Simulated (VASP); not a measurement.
# MgTe (P6_3mc) in VASP: a series of runs

Aim: see how the results for MgTe move with the level of theory and the settings. Levels: r2SCAN, HSE06. Tasks: single point.

Program: VASP 6.6.1. These are calculated values, not measurements. Logs are shortened: lines on timing, memory, paths and dates and some standing lists are left out, and cuts for length are marked.

**1. The structure**

It takes space group P6_3mc (No. 186, hexagonal). The conventional cell has a = 4.578 Å, b = 4.578 Å, c = 7.456 Å, α = 90.00°, β = 90.00°, γ = 120.00°. Mg (site symmetry 3m) is surrounded by 4 Te at 2.80 Å. Te (site symmetry 3m) is surrounded by 4 Mg at 2.80 Å.

**2. Single point, r2SCAN**

The input, POSCAR:

```
MgTe
1.0
    4.5775104488      0.0000000000      0.0000000000
   -2.2887552244      3.9642403347      0.0000000000
    0.0000000000      0.0000000000      7.4555751524
Mg Te
2 2
Direct
    0.3333333333      0.6666666667      0.0043977340
    0.6666666667      0.3333333333      0.5043977340
    0.3333333333      0.6666666667      0.3806022660
    0.6666666667      0.3333333333      0.8806022660
```

The input, INCAR.step1:

```
SYSTEM = MgTe
ALGO = Normal ; EDIFF = 1E-4
ENCUT = 520 ; GGA = PE
ISMEAR = 0 ; LASPH = .True.
LCHARG = .False. ; LREAL = .False.
LWAVE = .True. ; NBANDS = 16
NELM = 100 ; PREC = Accurate
SIGMA = 0.01
```

The input, INCAR.step2:

```
SYSTEM = MgTe
ALGO = Normal ; EDIFF = 1E-7
ENCUT = 520 ; ISIF = 2
ISMEAR = 0 ; ISTART = 1
LASPH = .True. ; LCHARG = .False.
LMIXTAU = .True. ; LREAL = .False.
LWAVE = .False. ; METAGGA = R2SCAN
NBANDS = 16 ; NELM = 100
PREC = Accurate ; SIGMA = 0.01
```

The input, KPOINTS:

```
k-points
0
Gamma
  6 6 2
  0 0 0
```

Potentials or basis: VASP PAW PBE potentials, release 64 (Mg, Te).

The run is started by

```
$ cat potpaw_PBE.64/Mg/POTCAR potpaw_PBE.64/Te/POTCAR > POTCAR
$ cp INCAR.step1 INCAR
$ mpirun -np 1 vasp_std > vasp.out
$ cp INCAR.step2 INCAR
$ mpirun -np 1 vasp_std > vasp.out
```

OUTCAR:

```text
SYSTEM = MgTe
   EDIFF = 1E-7
   ENCUT = 520
   ISIF = 2
   ISMEAR = 0
   ISTART = 1
   LASPH = .True.
   LREAL = .False.
   METAGGA = R2SCAN
   NELM = 100
   PREC = Accurate

 ion  position               nearest neighbor table
   1  0.333  0.667  0.004-   4 2.80   4 2.80   4 2.80   3 2.80
   2  0.667  0.333  0.504-   3 2.80   3 2.80   3 2.80   4 2.80
   3  0.333  0.667  0.381-   2 2.80   2 2.80   2 2.80   1 2.80
   4  0.667  0.333  0.881-   1 2.80   1 2.80   1 2.80   2 2.80

  LATTYP: Found a hexagonal cell.
 ALAT       =     4.5775104488
 C/A-ratio  =     1.6287401713

  Lattice vectors:

 A1 = (   4.5775104488,   0.0000000000,   0.0000000000)
 A2 = (  -2.2887552244,   3.9642403347,   0.0000000000)
 A3 = (   0.0000000000,   0.0000000000,   7.4555751524)

Analysis of symmetry for initial positions (statically):
=====================================================================
 Subroutine PRICEL returns:
 Original cell was already a primitive cell.

 Routine SETGRP: Setting up the symmetry group for a
 hexagonal supercell.

 Subroutine GETGRP returns: Found 12 space group operations
 (whereof  6 operations were pure point group operations)
 out of a pool of 24 trial point group operations.

The static configuration has the point symmetry C_3v.
 The point group associated with its full space group is C_6v.

Analysis of symmetry for dynamics (positions and initial velocities):
=====================================================================
 Subroutine PRICEL returns:
 Original cell was already a primitive cell.

 Routine SETGRP: Setting up the symmetry group for a
 hexagonal supercell.

 Subroutine GETGRP returns: Found 12 space group operations
 (whereof  6 operations were pure point group operations)
 out of a pool of 24 trial point group operations.

The dynamic configuration has the point symmetry C_3v.
 The point group associated with its full space group is C_6v.

 Subroutine INISYM returns: Found 12 space group operations
 (whereof  6 operations are pure point group operations),
 and found     1 'primitive' translations

----------------------------------------------------------------------------------------

                                     Primitive cell

  volume of cell :     135.2915

  direct lattice vectors                    reciprocal lattice vectors
     4.577510449  0.000000000  0.000000000     0.218459359  0.126127570  0.000000000
    -2.288755224  3.964240335  0.000000000     0.000000000  0.252255140  0.000000000
     0.000000000  0.000000000  7.455575152     0.000000000  0.000000000  0.134127814

  length of vectors
     4.577510449  4.577510449  7.455575152     0.252255140  0.252255140  0.134127814

  position of ions in fractional coordinates (direct lattice)
     0.333333333  0.666666667  0.004397734
     0.666666667  0.333333333  0.504397734
     0.333333333  0.666666667  0.380602266
     0.666666667  0.333333333  0.880602266

  ion indices of the primitive-cell ions
   primitive index   ion index
                 1           1
                 2           2
                 3           3
                 4           4

----------------------------------------------------------------------------------------

 KPOINTS: k-points

Automatic generation of k-mesh.
 Grid dimensions read from file:
 generate k-points for:    6    6    2

 Generating k-lattice:

  Cartesian coordinates                     Fractional coordinates (reciprocal lattice)
     0.036409893  0.021021262  0.000000000     0.166666667 -0.000000000  0.000000000
     0.000000000  0.042042523  0.000000000     0.000000000  0.166666667  0.000000000
     0.000000000  0.000000000  0.067063907     0.000000000  0.000000000  0.500000000

  Length of vectors
     0.042042523  0.042042523  0.067063907

  Shift w.r.t. Gamma in fractional coordinates (k-lattice)
     0.000000000  0.000000000  0.000000000

 Subroutine IBZKPT returns following result:
 ===========================================

 Found     14 irreducible k-points:

 Following reciprocal coordinates:
            Coordinates               Weight
  0.000000  0.000000  0.000000      1.000000
  0.166667 -0.000000  0.000000      6.000000
  0.333333  0.000000  0.000000      6.000000
  0.500000  0.000000  0.000000      3.000000
  0.166667  0.166667  0.000000      6.000000
  0.333333  0.166667  0.000000     12.000000
  0.333333  0.333333  0.000000      2.000000
  0.000000  0.000000  0.500000      1.000000
  0.166667 -0.000000  0.500000      6.000000
  0.333333  0.000000  0.500000      6.000000
  0.500000  0.000000  0.500000      3.000000
  0.166667  0.166667  0.500000      6.000000
  0.333333  0.166667  0.500000     12.000000
  0.333333  0.333333  0.500000      2.000000
   k-points           NKPTS =     14   k-points in BZ     NKDIM =     14   number of bands    NBANDS=     16
   number of dos      NEDOS =    301   number of ions     NIONS =      4
   total plane-waves  NPLWV =  72576
   dimension x,y,z NGX =    36 NGY =   36 NGZ =   56
   dimension x,y,z NGXF=    72 NGYF=   72 NGZF=  112
   ions per type =               2   2
   NGX,Y,Z   is equivalent  to a cutoff of  13.07, 13.07, 12.49 a.u.
   NGXF,Y,Z  is equivalent  to a cutoff of  26.15, 26.15, 24.97 a.u.
 SYSTEM =  MgTe
   PREC   = accura    normal or accurate (medium, high low for compatibility)
   ISTART =      1    job   : 0-new  1-cont  2-samecut
   ICHARG =      0    charge: 1-file 2-atom 10-const
   ISPIN  =      1    spin polarized calculation?
   LNONCOLLINEAR =      F non collinear calculations
   LSORBIT =      F    spin-orbit coupling
   LASPH  =      T    aspherical Exc in radial PAW
   ENCUT  =  520.0 eV  38.22 Ry    6.18 a.u.   8.51  8.51 13.86*2*pi/ulx,y,z
   NELM   =    100;   NELMIN=  2; NELMDL=  0     # of ELM steps
   EDIFF  = 0.1E-06   stopping-criterion for ELM
   LREAL  =      F    real-space projection
   EDIFFG = 0.1E-05   stopping-criterion for IOM
   NSW    =      0    number of steps for IOM
   IBRION =     -1    ionic relax: 0-MD 1-quasi-New 2-CG
   NFREE  =      0    steps in history (QN), initial steepest desc. (CG)
   ISIF   =      2    stress and relaxation
   ISYM   =      2    0-nonsym 1-usesym 2-fastsym
   POTIM  = 0.5000    time-step for ionic-motion
   TEBEG  =    0.0;   TEEND  =   0.0 temperature during run
   PSTRESS=    0.0 pullay stress
   NELECT =      16.0000    total number of electrons
   NUPDOWN=      -1.0000    fix difference up-down
   EMIN   =  10.00;   EMAX   =-10.00  energy-range for DOS
   EFERMI =   0.00;   METHOD = LEGACY
   ISMEAR =     0;   SIGMA  =   0.01  broadening in eV -4-tet -1-fermi 0-gaus
   EFERMI_NEDOS =   21; number of points for ismear=-14 and -15
   IALGO  =     38    algorithm
   IMIX   =      4    mixing-type and parameters
     AMIX     =   0.40;   BMIX     =  1.00
     AMIX_MAG =   1.60;   BMIX_MAG =  1.00
  volume/ion in A,a.u.               =      33.82       228.25
  Fermi-wavevector in a.u.,A,eV,Ry     =   0.803572  1.518530  8.785657  0.645728
  Thomas-Fermi vector in A             =   1.911464
   LORBIT       =      0    0 simple, 1 ext, 2 COOP (PROOUT), +10 PAW based schemes
   METAGGA = R2SCAN    functional components
   LHFCALC =     F    Hartree Fock is set to
   AEXX    =    0.0000 exact exchange contribution
   IVDW    =     0    specifies the selected vdW correction
   LEPSILON=     F    determine dielectric tensor
   LRPA    =     F    only Hartree local field effects (RPA)
 non-spin polarized calculation
 Gauss-broadening in eV      SIGMA  =   0.01
  energy-cutoff  :      520.00
  volume of cell :      135.29
 maximum number of plane-waves:      3669
 NGX is ok and might be reduce to    36
   NGX = 17   NGY = 17   NGZ = 27

 number of electron      16.0000000 magnetization

 Free energy of the ion-electron system (eV)
  ---------------------------------------------------
  ext. energy  EPLUGINS =         0.00000000
  ---------------------------------------------------
  free energy    TOTEN  =       -63.36077899 eV

  energy without entropy =      -63.36077899  energy(sigma->0) =      -63.36077899

 E-fermi :   1.7120     XC(G=0):  -8.1746

 val. band max:        1.6306384462   @ k =   0.0000   0.0000   0.0000
 cond. band min:       4.7745466305   @ k =   0.0000   0.0000   0.0000
 fundamental gap:      3.1439081843
 Fermi energy:         1.7119809144

 k-point     1 :       0.0000    0.0000    0.0000
  band No.  band energies     occupation
      1      -8.8864      2.00000
      2      -8.2549      2.00000
      3      -1.6256      2.00000
      4       1.1417      2.00000
      5       1.1417      2.00000
      6       1.6278      2.00000
[... 8 lines left out ...]
     15       8.4239      0.00000
     16       9.3987      0.00000

 k-point     2 :       0.1667   -0.0000    0.0000
  band No.  band energies     occupation
      1      -8.7648      2.00000
      2      -8.1888      2.00000
      3      -1.4479      2.00000
      4       0.3110      2.00000
      5       0.7425      2.00000
      6       0.9094      2.00000
[... 8 lines left out ...]
     15       8.4912      0.00000
     16       8.9801      0.00000

 k-point     3 :       0.3333    0.0000    0.0000
  band No.  band energies     occupation
      1      -8.4736      2.00000
      2      -8.0728      2.00000
      3      -1.1579      2.00000
      4      -0.6642      2.00000
      5      -0.4040      2.00000
      6       0.5471      2.00000
[... 8 lines left out ...]
     15       9.1761      0.00000
     16      10.2085      0.00000
[... 172 lines left out ...]
 k-point    13 :       0.3333    0.1667    0.5000
  band No.  band energies     occupation
      1      -8.1629      2.00000
      2      -8.1629      2.00000
      3      -1.3447      2.00000
      4      -1.3447      2.00000
      5       0.1929      2.00000
      6       0.1929      2.00000
[... 8 lines left out ...]
     15       9.6673      0.00000
     16       9.6673      0.00000

 k-point    14 :       0.3333    0.3333    0.5000
  band No.  band energies     occupation
      1      -8.1017      2.00000
      2      -8.1017      2.00000
      3      -1.2964      2.00000
      4      -1.2964      2.00000
      5      -0.3184      2.00000
      6      -0.3184      2.00000
[... 8 lines left out ...]
     15       9.5315      0.00000
     16       9.5315      0.00000

------------------------ aborting loop because EDIFF is reached ----------------------------------------

  FORCE on cell =-STRESS in cart. coord.  units (eV):
  Direction    XX          YY          ZZ          XY          YZ          ZX
  --------------------------------------------------------------------------------------
  -------------------------------------------------------------------------------------
  Total       -0.0939889     -0.0939889     -0.0815294      0.0000000      0.0000000      0.0000000
  in kB       -1.1130548     -1.1130548     -0.9655044      0.0000000      0.0000000      0.0000000
  external PRESSURE =      -1.0638713 kB  Pullay stress =       0.0000000 kB

 VOLUME and BASIS-vectors are now :
 -----------------------------------------------------------------------------
  energy-cutoff  :      520.00
  volume of cell :      135.29
      direct lattice vectors                 reciprocal lattice vectors
     4.577510449  0.000000000  0.000000000     0.218459359  0.126127570  0.000000000
    -2.288755224  3.964240335  0.000000000     0.000000000  0.252255140  0.000000000
     0.000000000  0.000000000  7.455575152     0.000000000  0.000000000  0.134127814

 POSITION                                       TOTAL-FORCE (eV/Angst)
 -----------------------------------------------------------------------------------
     -0.00000      2.64283      0.03279         0.000000      0.000000      0.001078
      2.28876      1.32141      3.76058        -0.000000      0.000000      0.001078
     -0.00000      2.64283      2.83761         0.000000     -0.000000     -0.001078
      2.28876      1.32141      6.56540        -0.000000      0.000000     -0.001078
 -----------------------------------------------------------------------------------
    total drift:                               -0.000000      0.000000     -0.002508

  FREE ENERGIE OF THE ION-ELECTRON SYSTEM (eV)
  ---------------------------------------------------
  free  energy   TOTEN  =       -63.3607789905 eV

  energy  without entropy=      -63.3607789905  energy(sigma->0) =      -63.36077899
```

Run time: 92 s. Hardware: 1 thread of Intel Xeon Platinum 8488C (Sapphire Rapids), shared host; peak memory 0.28 GiB.

What came out:

```
Free energy            : -63.3608 eV
Pressure               : -0.1 GPa
Band gap on the k mesh : 3.14 eV, direct
```

Levels at points of the mesh, in eV from the valence-band top:
```csv
k point,band 4,band 5,band 6,band 7,band 8,band 9,band 10,band 11,band 12,band 13
"(0.00, 0.00, 0.00)",-0.49,-0.49,0.00,0.00,0.00,3.14,3.58,5.79,5.79,6.16
"(0.50, 0.00, 0.00)",-2.59,-1.97,-1.24,-0.99,-0.45,3.63,4.40,4.70,5.99,7.25
"(0.00, 0.00, 0.50)",-1.97,-0.26,-0.26,-0.26,-0.26,4.08,4.08,6.05,6.05,6.05
"(0.50, 0.00, 0.50)",-3.16,-0.89,-0.89,-0.88,-0.88,3.70,3.70,4.76,4.76,7.61
```

Caveat: the k mesh is coarse (spacing up to 0.42 Å⁻¹), so the values aren't converged; the PAW data sets were made with another functional, which shifts forces and pressure a little; spin-orbit coupling is left out, which moves the levels of the heavy elements.

(Continued in part 2 of 2.)
